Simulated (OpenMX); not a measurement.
Write the native input for OpenMX 3.8.5 that does the following.

```yaml
Task: single point
Functional: PBE
Potentials_or_basis: OpenMX 2013 PBE set, Ag7.0-s3p2d1, grid cutoff 350 Ry
k_mesh: 11 × 11 × 11
Occupations: fermi-dirac, width 0.05 eV
Spin: no spin polarisation
Mixing_scheme: rmm-diisk
SCF_threshold: 1e-08 Ha
Solver: band
Max_SCF_cycles: 100
```

Crystal: Ag.

```
Ag
1.0
    -0.00622    2.03863    2.06720
     2.01497    0.04695    2.01403
     2.08560    2.05608   -0.02368
Ag
1
Cartesian
  0.0358 -0.0156 0.0623
```

The cell isn't the ideal one: cell strained at random at fixed volume.

The input as run:

Ag.dat

```
System.CurrrentDirectory             ./
System.Name                          Ag
DATA.PATH                            ./DFT_DATA13
level.of.stdout                      1
level.of.fileout                     0
Species.Number                       1
<Definition.of.Atomic.Species
  Ag  Ag7.0-s3p2d1           Ag_PBE13
Definition.of.Atomic.Species>

Atoms.Number                         1
Atoms.SpeciesAndCoordinates.Unit     FRAC
<Atoms.SpeciesAndCoordinates
    1  Ag    0.0022060000    0.0285520000   -0.0104340000   8.500  8.500
Atoms.SpeciesAndCoordinates>

Atoms.UnitVectors.Unit               Ang
<Atoms.UnitVectors
    -0.0062230000    2.0386280000    2.0672000000
     2.0149730000    0.0469460000    2.0140300000
     2.0855950000    2.0560800000   -0.0236760000
Atoms.UnitVectors>

scf.XcType                           GGA-PBE
scf.SpinPolarization                 off
scf.ElectronicTemperature            580.226
scf.energycutoff                     350.0
scf.maxIter                          100
scf.EigenvalueSolver                 band
scf.Kgrid                            11 11 11
scf.Mixing.Type                      rmm-diisk
scf.Init.Mixing.Weight               0.05
scf.Min.Mixing.Weight                0.001
scf.Max.Mixing.Weight                0.3
scf.Mixing.History                   25
scf.Mixing.StartPulay                8
scf.criterion                        1.0e-8
scf.stress.tensor                    on
MD.Type                              nomd
```

Potentials or basis: OpenMX 2013 PBE set, Ag7.0-s3p2d1, grid cutoff 350 Ry.

Launch:

```console
$ openmx Ag.dat -nt 1 > Ag.std
```

It gave:

```
Pressure               : 8.3 GPa
Band gap on the k mesh : none (metal or under the smearing width)
```

Caveat: the basis of atomic orbitals isn't converged, which shifts pressures, moduli and gaps.

It took 26 s on 1 thread of Arm Neoverse V1 (shared host), peak memory 0.3 GiB.
